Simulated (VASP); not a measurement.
# Se (P3_121) in VASP: further runs, part 2 of 2

VASP 6.6.1. Earlier steps stand in the parts before.

### 4 Relaxation of cell and atoms, PBE

This run uses another cell than the first one, of 27.26 Å³/atom, 0.931 times its volume.

INCAR

```
SYSTEM = Se
  PREC = Accurate
  ENCUT = 600
  EDIFF = 1E-7
  ISMEAR = 0
  SIGMA = 0.05
  LREAL = .FALSE.
  LASPH = .TRUE.
  NELM = 100
  ALGO = Normal
  ISIF = 3
  LWAVE = .FALSE.
  LCHARG = .FALSE.
  GGA = PE
  IBRION = 2
  NSW = 80
  EDIFFG = -0.03
```

KPOINTS

```
Automatic mesh
0
G
  6 6 4
  0 0 0
```

POSCAR

```
Se
1.0
    4.3662000000      0.0000000000      0.0000000000
   -2.1831000000      3.7812401180      0.0000000000
    0.0000000000      0.0000000000      4.9536000000
Se
3
Direct
    0.2254000000      0.0000000000      0.8333333333
    0.0000000000      0.2254000000      0.1666666667
    0.7746000000      0.7746000000      0.5000000000
```

Potentials or basis: VASP PAW PBE potentials, release 64 (Se).

Command:

```bash
> cat potpaw_PBE.64/Se/POTCAR > POTCAR
> mpirun -np 1 vasp_std > vasp.out
```

OUTCAR:

```text
SYSTEM = Se
   PREC = Accurate
   ENCUT = 600
   EDIFF = 1E-7
   ISMEAR = 0
   LREAL = .FALSE.
   LASPH = .TRUE.
   NELM = 100
   ISIF = 3
   GGA = PE
   IBRION = 2
   NSW = 80
   EDIFFG = -0.03

 ion  position               nearest neighbor table
   1  0.225  0.000  0.833-   3 2.37   2 2.37
   2  0.000  0.225  0.167-   3 2.37   1 2.37
   3  0.775  0.775  0.500-   2 2.37   1 2.37

  LATTYP: Found a hexagonal cell.
 ALAT       =     4.3662000000
 C/A-ratio  =     1.1345334616

  Lattice vectors:

 A1 = (   4.3662000000,   0.0000000000,   0.0000000000)
 A2 = (  -2.1831000000,   3.7812401180,   0.0000000000)
 A3 = (   0.0000000000,   0.0000000000,   4.9536000000)

Analysis of symmetry for initial positions (statically):
=====================================================================
 Subroutine PRICEL returns:
 Original cell was already a primitive cell.

 Routine SETGRP: Setting up the symmetry group for a
 hexagonal supercell.

 Subroutine GETGRP returns: Found  6 space group operations
 (whereof  2 operations were pure point group operations)
 out of a pool of 24 trial point group operations.

The static configuration has the point symmetry C_2 .
 The point group associated with its full space group is D_3 .

Analysis of symmetry for dynamics (positions and initial velocities):
=====================================================================
 Subroutine PRICEL returns:
 Original cell was already a primitive cell.

 Routine SETGRP: Setting up the symmetry group for a
 hexagonal supercell.

 Subroutine GETGRP returns: Found  6 space group operations
 (whereof  2 operations were pure point group operations)
 out of a pool of 24 trial point group operations.

The dynamic configuration has the point symmetry C_2 .
 The point group associated with its full space group is D_3 .

 Subroutine INISYM returns: Found  6 space group operations
[... 111 lines left out ...]
   EMIN   =  10.00;   EMAX   =-10.00  energy-range for DOS
   EFERMI =   0.00;   METHOD = LEGACY
   ISMEAR =     0;   SIGMA  =   0.05  broadening in eV -4-tet -1-fermi 0-gaus
   EFERMI_NEDOS =   21; number of points for ismear=-14 and -15
   IALGO  =     38    algorithm
   IMIX   =      4    mixing-type and parameters
     AMIX     =   0.40;   BMIX     =  1.00
     AMIX_MAG =   1.60;   BMIX_MAG =  1.00
  volume/ion in A,a.u.               =      27.26       183.96
  Fermi-wavevector in a.u.,A,eV,Ry     =   0.988430  1.867862 13.292817  0.976995
  Thomas-Fermi vector in A             =   2.119956
   LORBIT       =      0    0 simple, 1 ext, 2 COOP (PROOUT), +10 PAW based schemes
   GGA     = PE    functional components
   LHFCALC =     F    Hartree Fock is set to
   AEXX    =    0.0000 exact exchange contribution
   IVDW    =     0    specifies the selected vdW correction
   LEPSILON=     F    determine dielectric tensor
   LRPA    =     F    only Hartree local field effects (RPA)
 conjugate gradient relaxation of ions
 non-spin polarized calculation
 Gauss-broadening in eV      SIGMA  =   0.05
  energy-cutoff  :      600.00
  volume of cell :       81.78
 maximum number of plane-waves:      2756
 NGX is ok and might be reduce to    36
   NGX = 17   NGY = 17   NGZ = 19

--------------------------------------- Ionic step        1  -------------------------------------------

 number of electron      18.0000000 magnetization

 Free energy of the ion-electron system (eV)
  ---------------------------------------------------
  ext. energy  EPLUGINS =         0.00000000
  ---------------------------------------------------
  free energy    TOTEN  =       -10.46845522 eV

  energy without entropy =      -10.46845522  energy(sigma->0) =      -10.46845522

------------------------ aborting loop because EDIFF is reached ----------------------------------------

  FORCE on cell =-STRESS in cart. coord.  units (eV):
  Direction    XX          YY          ZZ          XY          YZ          ZX
  --------------------------------------------------------------------------------------
  -------------------------------------------------------------------------------------
  Total        1.1744384      1.1744384      2.1137298      0.0000000      0.0000000      0.0000000
  in kB       23.0081666     23.0081666     41.4096183      0.0000000      0.0000000      0.0000000
  external PRESSURE =      29.1419839 kB  Pullay stress =       0.0000000 kB
[... 172 lines left out ...]
--------------------------------------- Ionic step        6  -------------------------------------------

 number of electron      17.9999999 magnetization

 Free energy of the ion-electron system (eV)
  ---------------------------------------------------
  ext. energy  EPLUGINS =         0.00000000
  ---------------------------------------------------
  free energy    TOTEN  =       -10.50646897 eV

  energy without entropy =      -10.50646897  energy(sigma->0) =      -10.50646897

 E-fermi :   2.4100     XC(G=0):  -8.6447

 val. band max:        2.1830859772   @ k =   0.5000   0.0000   0.5000
 cond. band min:       3.0619703604   @ k =   0.3333   0.3333   0.5000
 fundamental gap:      0.8788843833
 Fermi energy:         2.4099854258

 k-point     1 :       0.0000    0.0000    0.0000
  band No.  band energies     occupation
      1     -13.2463      2.00000
      2      -9.4258      2.00000
      3      -9.4258      2.00000
      4      -1.4686      2.00000
      5      -1.4686      2.00000
      6      -1.2717      2.00000
      7       0.3617      2.00000
      8       0.3617      2.00000
      9       1.8590      2.00000
     10       3.9818      0.00000
     11       3.9818      0.00000
     12       4.4077      0.00000
     13       8.2655      0.00000
[... 396 lines left out ...]
  FREE ENERGIE OF THE ION-ELECTRON SYSTEM (eV)
  ---------------------------------------------------
  free  energy   TOTEN  =       -10.5064689712 eV

  energy  without entropy=      -10.5064689712  energy(sigma->0) =      -10.50646897

 reached required accuracy - stopping structural energy minimisation
```

Wall time 52 s (1 thread of Intel Xeon Platinum 8559C (Emerald Rapids), shared host); peak memory 0.23 GiB.

Results:

```yaml
Free_energy: -10.5065 eV
Relaxed_volume: 28.57 Å³/atom
Relaxed_cell: a = 4.412 Å, b = 4.412 Å, c = 5.084 Å, α = 90.00°, β = 90.00°, γ = 120.00°
Space_group_after_relaxing_to_0.05_Å: P3_121 (No. 152)
Energy_gained_by_relaxing: 12.7 meV/atom
Ionic_steps: 6
Pressure_after_relaxing: 0.1 GPa
Largest_force_after_relaxing: 0.015 eV/Å
Band_gap_on_the_k_mesh: 0.88 eV, indirect (least direct gap 1.05 eV)
```

Forces on the atoms (eV/Å):
```
Se  -0.015  0.000  0.000
Se   0.007 -0.013  0.000
Se   0.007  0.013  0.000
```

Step by step:
```
step  energy change (eV)  largest force (eV/Å)  pressure (GPa)  volume (Å³)
   1              0.0000                0.4338            2.91        81.78
   2             -0.0049                0.5171           -2.12        87.79
   3             -0.0352                0.0951            0.10        84.79
   4             -0.0352                0.0856            0.15        84.73
   5             -0.0365                0.0658            0.13        85.01
   6             -0.0380                0.0148            0.09        85.70
```

Final structure:
```
CELL_PARAMETERS angstrom
4.41172 0.00000 0.00000
-2.20586 3.82067 0.00000
0.00000 0.00000 5.08435
ATOMIC_POSITIONS crystal
Se 0.22485 0.00000 0.83333
Se 0.00000 0.22485 0.16667
Se 0.77515 0.77515 0.50000
```

Levels at points of the mesh, in eV from the valence-band top:
```tsv
k point	band 5	band 6	band 7	band 8	band 9	band 10	band 11	band 12	band 13
(0.00, 0.00, 0.00)	-3.65	-3.45	-1.82	-1.82	-0.32	1.80	1.80	2.22	6.08
(0.50, 0.00, 0.00)	-4.46	-3.19	-2.74	-1.64	-0.90	1.89	2.29	3.91	5.43
(0.00, 0.00, 0.50)	-3.15	-3.15	-1.34	-1.34	-1.05	1.25	1.30	1.30	6.36
(0.50, 0.00, 0.50)	-4.17	-3.98	-1.72	-1.27	0.00	1.49	2.70	2.84	6.29
```

### 5 Summary

```tsv
task	level	cell	k mesh	cutoff (eV)	gap on the mesh (eV)	pressure (GPa)	largest force (eV/Å)
single point	r2SCAN	P3_121, 29.29 Å³/atom	6 × 6 × 6	520	1.33	0.0	-
single point	PBE	P3_121, 29.4 Å³/atom	6 × 6 × 4	520	0.96	0.0	0.01
relaxation of cell and atoms	PBE	relaxed	6 × 6 × 4	600	0.88	0.1	0.01
```

Alike in all rows: potentials or basis VASP PAW PBE potentials, release 64 (Se); no spin polarisation; smearing gaussian 0.05 eV.

Caveats: the PAW data sets were made with another functional, which shifts forces and pressure a little (some runs).

Total energies depend on the potentials used, so only differences within one code and one set of settings carry meaning.
